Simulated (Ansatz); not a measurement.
**AlN: response to strain**

Aim: deform AlN (zz strain of +3 %) and compute stress, forces and field gradients with LAPW, PAW and all-electron datasets made for the crystal.

Program: Ansatz 0.2.0. Level of theory: DFT PBE, scalar-relativistic. These are calculated values, not measurements.

### 1 Starting point

It takes space group P6_3mc (No. 186, hexagonal). The conventional cell has a = 3.111 Å, b = 3.111 Å, c = 4.978 Å, α = 90.00°, β = 90.00°, γ = 120.00°. Around Al (site symmetry 3m) lie 4 N at 1.89 to 1.92 Å. N (site symmetry 3m) is surrounded by 4 Al at 1.89 to 1.92 Å.

Structure file:

```cif
data_structure
_symmetry_space_group_name_H-M 'P 1'
_symmetry_Int_Tables_number 1
_cell_length_a 3.1110
_cell_length_b 3.1110
_cell_length_c 4.9780
_cell_angle_alpha 90.000
_cell_angle_beta 90.000
_cell_angle_gamma 120.000
_cell_volume 41.72
loop_
_atom_site_label
_atom_site_type_symbol
_atom_site_fract_x
_atom_site_fract_y
_atom_site_fract_z
_atom_site_occupancy
Al1 Al 0.33333 0.66667 0.00000 1
Al2 Al 0.66667 0.33333 0.50000 1
N1 N 0.33333 0.66667 0.38500 1
N2 N 0.66667 0.33333 0.88500 1
```

Atoms are numbered in the order of the input: Al1, Al2, N3, N4.

### 2 The deformed structure

Space group P6_3mc before, P6_3mc after.

### 3 Full-potential LAPW

Input file input.yaml:

```yaml
crystal:
  lattice:
    - [3.1110021516, 0.0, 0.0]
    - [-1.5555010758, 2.6942068945, 0.0]
    - [0.0, 0.0, 5.12734]
  atoms:
    - { symbol: Al, position: [0.3333333333, 0.6666666667, 0.0] }
    - { symbol: Al, position: [0.6666666667, 0.3333333333, 0.5] }
    - { symbol: "N", position: [0.3333333333, 0.6666666667, 0.385] }
    - { symbol: "N", position: [0.6666666667, 0.3333333333, 0.885] }
kpoints:
  mp_grid: { grid: [11, 11, 6] }
  band_path:
    path:
      - [0.0, 0.0, 0.0]
      - [0.5, 0.0, 0.0]
      - [0.3333333333, 0.3333333333, 0.0]
      - [0.0, 0.0, 0.0]
      - [0.0, 0.0, 0.5]
      - [0.5, 0.0, 0.5]
      - [0.3333333333, 0.3333333333, 0.5]
      - [0.0, 0.0, 0.5]
      - [0.5, 0.0, 0.5]
    npoints: 5
scf:
  occupations: { method: fermi_dirac, width: 0.02 }
hamiltonian:
  xc: pbe
  pseudopotentials: { kind: all_electron, lapw: { basis_error: 0.001 } }
output:
  forces: true
  stress: true
  eigenvalues: true
```

Command:

```bash
$ ansatz run input.yaml --threads 1 --pin off --max-ram 4096MiB --backend cpu --events-out ev --progress --plain --runs-dir out
```

### 4 PAW with frozen cores

Input file input.yaml:

```yaml
crystal:
  lattice:
    - [3.1110021516, 0.0, 0.0]
    - [-1.5555010758, 2.6942068945, 0.0]
    - [0.0, 0.0, 5.12734]
  atoms:
    - { symbol: Al, position: [0.3333333333, 0.6666666667, 0.0] }
    - { symbol: Al, position: [0.6666666667, 0.3333333333, 0.5] }
    - { symbol: "N", position: [0.3333333333, 0.6666666667, 0.385] }
    - { symbol: "N", position: [0.6666666667, 0.3333333333, 0.885] }
kpoints:
  mp_grid: { grid: [11, 11, 6] }
scf:
  occupations: { method: fermi_dirac, width: 0.02 }
hamiltonian:
  xc: pbe
  pseudopotentials: { kind: paw }
output:
  forces: true
  stress: true
  eigenvalues: true
  efg: { contact_densities: true }
```

### 5 All-electron PAW on datasets made for the crystal

input.yaml, as its differences from that of step 4:

```diff
@@ -16,3 +16,3 @@
   xc: pbe
-  pseudopotentials: { kind: paw }
+  pseudopotentials: { kind: all_electron, datasets: crystal }
 output:
```

(Steps that only read results are left out.)

Q: Predict the outcome of this session. Wanted: pressure; largest shear or deviatoric stress.

As calculated:

| quantity | value |
| --- | --- |
| pressure | LAPW -1.24, PAW -1.15, crystal datasets -1.24 GPa |
| largest shear or deviatoric stress (LAPW) | 7.66 GPa |

The largest part of the stress beyond the pressure is 7.66 GPa in size, in the zz component; the atoms are carried along and not relaxed. No run of the undeformed cell stands beside it, so the pressure holds what the given cell had before the change. PAW: stress within 0.10 GPa of LAPW, forces within 1 meV/Å. Crystal datasets: stress within 0.01 GPa of LAPW, forces within 1 meV/Å.
